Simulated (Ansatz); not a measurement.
Ionic part of the dielectric constant of ZrO₂ at -3 GPa, mode by mode

Method: DFT PBE, scalar-relativistic, plane waves, PAW (Ansatz). Settings: 420 eV plane-wave cutoff, Γ-centred 8×8×8 mesh, fixed occupations. No spin polarisation. Phonons by linear response, acoustic sum rule imposed.

It takes space group Fm-3m (No. 225, cubic). The conventional cell has a = 5.138 Å, b = 5.138 Å, c = 5.138 Å, α = 90.00°, β = 90.00°, γ = 90.00°. Around Zr (site symmetry m-3m) lie 8 O at 2.22 Å. Around O (site symmetry -43m) lie 4 Zr at 2.22 Å.

The primitive cell has V = 33.91 Å³ and ε∞,zz = 5.835. Each polar mode adds Δε = (4.92064×10⁷/V)·S/ν² along z, with S its oscillator strength in e²/amu, ν in cm⁻¹ and V in Å³.

Question: From these modes, find each Δε and ε0,zz.
| ν (cm⁻¹) | S_zz (e²/amu) |
| --- | --- |
| 204.1 | 1.394 |

Answer:
```tsv
ν (cm⁻¹)	Δε
204.1	48.55
```

The sum is 48.549, so ε0,zz = 54.38; the run's tensor has 54.38.

Question: Where do the longitudinal modes lie for a wave vector along z?

Answer: At 623 cm⁻¹. The Lyddane–Sachs–Teller product Π(ν_LO/ν_TO)² = 9.32 matches ε0/ε∞ = 9.32.

This fluorite-type form isn't the usual stable structure of the compound at low pressure.

Cost: 1 run of about 0.16 core-minutes, on AMD EPYC 9R45 (Zen 5) (shared hosts).